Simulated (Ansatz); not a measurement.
Sn:

```
CELL_PARAMETERS angstrom
-2.02919 2.02919 1.66076
2.02919 -2.02919 1.66076
2.02919 2.02919 -1.66076
ATOMIC_POSITIONS crystal
Sn 0.00000 0.00000 0.00000
```

This isn't the form of Sn at room conditions, which is tetragonal (white tin).

| Property | Result |
| --- | --- |
| Program | Ansatz 0.2.0 |
| Task | relaxation of cell and atoms |
| Functional | revPBE |
| Potentials or basis | Ansatz PAW |
| Cutoff | 420 eV (not typed: the program's choice for these potentials) |
| k mesh | 10 × 10 × 10 |
| Occupations | fermi-dirac, width 0.05 eV |
| Spin | no spin polarisation |

At the start: volume 27.35 Å³/atom.

How do energy, volume and symmetry change on relaxing?

It ends after 5 steps and the volume is 28.42 Å³/atom (+3.9 %); space group I4/mmm (No. 139, to 0.05 Å).

The path:
| step | energy change (eV) | largest force (eV/Å) | volume (Å³) |
| --- | --- | --- | --- |
| 1 | 0.0000 | 0.0000 | 27.35 |
| 2 | -0.0066 | 0.0000 | 28.48 |
| 3 | -0.0066 | 0.0000 | 28.42 |
| 4 | -0.0066 | 0.0000 | 28.42 |
| 5 | -0.0069 | 0.0000 | 28.42 |

Final structure:
```yaml
crystal:
  lattice:
    - [-2.04772, 2.04772, 1.69468]
    - [2.04772, -2.04772, 1.69468]
    - [2.04772, 2.04772, -1.69468]
  atoms:
    - { symbol: Sn, position: [0.00000, 0.00000, 0.00000] }
```

Caveat: the plane-wave basis is chosen anew once the cell has moved, so the energies of steps on either side of that aren't comparable; the PAW data sets come from PBE, with cores solved anew for the run's functional, which leaves a small shift of forces and pressure.
